## Counting the cost of holes at a titanium vacancy

The row for charge −1 looks wrong. Going down the table from −4, the formation energy creeps upward by 0.06 and then 0.15 eV, as if the charge of the vacancy hardly mattered. At −1 it suddenly jumps by 0.50 eV, and the last step, to charge 0, is about as large. Yet the nearest oxygen atom has scarcely moved.

Ti vacancy in rutile TiO2, 71-atom cell, relaxed with PBEsol in Ansatz 0.2.0 (plane-wave PAW, cutoff 420 eV, single k point (0.25, 0.25, 0.25), Fermi-Dirac smearing 0.01 eV). Formation energies include both correction terms (dielectric constant 100), with the Fermi level at the host valence top; levels count from that top, shifted by the alignment. Distances run from the vacant site to the nearest O.

```tsv
cell charge (e)	spin treatment	start moment	formation energy (eV)	top filled level (eV)	lowest empty level (eV)	cell moment (μB)	monopole term (eV)	alignment term (eV)	nearest distance (Å)
-4	none	0 μB	13.478	-0.188	1.881	0.00	0.3610	1.345	2.045
-3	collinear	1 μB	13.537	-0.247	-0.172	0.95	0.2030	1.041	2.044
-2	none	0 μB	13.686	-0.558	-0.236	0.00	0.0900	0.710	2.044
-1	collinear	1 μB	14.184	-0.572	-0.503	0.99	0.0230	0.372	2.044
0	collinear	2 μB	14.719	-0.625	-0.530	2.00	n/a	n/a	2.042
```

The jump becomes natural once the rows are read as a count of electrons. Counted formally, each titanium atom in this oxide has given four electrons to the oxygen atoms. Taking out a neutral titanium atom takes those four electrons away, and a cell of charge −4 has them back. That cell has closed shells, with every oxygen valence state filled. Each row after it lacks one more electron, and so has one more hole.

### What one electron costs

The formation energies are given for a Fermi level at the valence top of the perfect crystal. An electron that leaves the defect cell is thus handed to a reservoir at that height. If it sat exactly at the valence top, the transfer would cost nothing. If it sat lower, it must first be lifted, and the cost is its depth below the valence top. This holds as long as the levels move little while the electron leaves.

The column "top filled level" gives the depths. In the −4 cell the highest electrons lie 0.19 eV below the valence top, and there are two of them, one for each spin. Once both are gone, in the −2 cell, the highest remaining electrons lie 0.56 eV down. The third electron has to come from this deeper group, and that is the jump.

A beryllium atom shows the same pattern in a simpler form. Its two outer electrons come off cheaply, and the third is dear because it must come from the inner shell. The likeness ends with this order of removal. In the atom the growing positive charge also makes each further electron much harder to remove, whereas here the holes are spread over a crystal that screens them well.

One more term is needed to match the table. A charged cell that is repeated periodically interacts with its own copies, and the "monopole term" corrects for this. It grows as the square of the charge, from zero in the neutral cell to 0.361 eV at −4. On the way from −4 to 0 it is gradually lost and has to be subtracted. The alignment term needs no separate entry, because the depths are counted from a valence top shifted by nearly the same alignment.

### The rule and two worked rows

Let q be the cell charge. Then

formation energy ≈ energy at −4 + sum of the depths − 0.361 eV × (1 − q²/16)

with a depth of 0.188 eV for each of the first two electrons and 0.558 eV for each of the next two. The starting energy, the first depth and the monopole term are read from the −4 row, and the second depth from the −2 row. No constant is adjusted, and the formation energies of the two rows worked here do not enter.

For charge −3, one electron has left and q²/16 is 9/16:

13.478 + 0.188 − 0.361 × 7/16 = 13.51 eV (table: 13.54 eV)

For charge 0, all four have left and the whole monopole term is gone:

13.478 + 2 × 0.188 + 2 × 0.558 − 0.361 = 14.61 eV (table: 14.72 eV)

### How good it is

Over the four rows after −4 the typical (root-mean-square) miss is 0.09 eV and the largest 0.11 eV, always on the low side. The proper yardstick is the whole rise of 1.24 eV from −4 to 0, not the total of some 14 eV, most of which is simply carried over from the first row. By that measure the rule is good to about a tenth. Giving all four electrons the first depth would leave charge 0 too low by 0.85 eV, so the second group of levels is essential.

Most of the shortfall arises at the second electron. After the first has left, the highest remaining one lies about 0.06 eV deeper than before, and the rule ignores this shift. A more careful hand estimate would read the depth afresh after each removal.

The neutral row also warns against too tidy a picture. Its moment of 2 μB means three holes in one spin and one in the other, so the four electrons cannot have come from just two levels emptied in pairs. A third level must lie close to the second. The rule survives because it needs only the depths, and these are similar.

### Where the rule stops

Consider a very large crystal. A hole that is free to spread would settle at the very top of the valence band, where it costs nothing, and the monopole term would fade away as well. All five charges would then have nearly the same formation energy at this Fermi level. The steps in the table therefore belong largely to the small cell and to the single off-centre k point at which its bands are sampled. How much is due to each cannot be told, because the levels of the perfect crystal at that k point are not given.

The steps should thus not be read as acceptor levels of an isolated vacancy. In the rows from −3 to −1 the charge sits in a band of the host, where the charge correction does not strictly apply. The rule includes the monopole term only because the table does, and its depths already contain the alignment, so agreement is no test of either correction. The matter is not small: at −3 the two correction terms together come to 1.24 eV, as much as the whole rise.

Two features of the method deserve a closer look. The −2 cell was computed without spin. As long as its holes stay spread out, a magnetic state is not expected to lie lower. One electron would have to be lifted by 0.32 eV, from the highest filled to the lowest empty level, whereas in the −3 cell the two spins of the half-emptied level lie less than 0.1 eV apart. The PBEsol functional, like others of its kind, tends to spread holes too widely. If holes were in fact trapped on single oxygen atoms, the rows with holes would be expected to come down relative to the −4 row, and depths of band levels would no longer give their cost.

For practical use, the order of the charges matters more than the steps. Raising the Fermi level by 1 eV lowers the −4 row by 4 eV and the −3 row by only 3 eV. Since −4 is already lowest at the valence top, within this calculation it stays lowest throughout the gap. At the valence top itself its lead over −3 is only 0.06 eV, less than the errors of so small a cell.
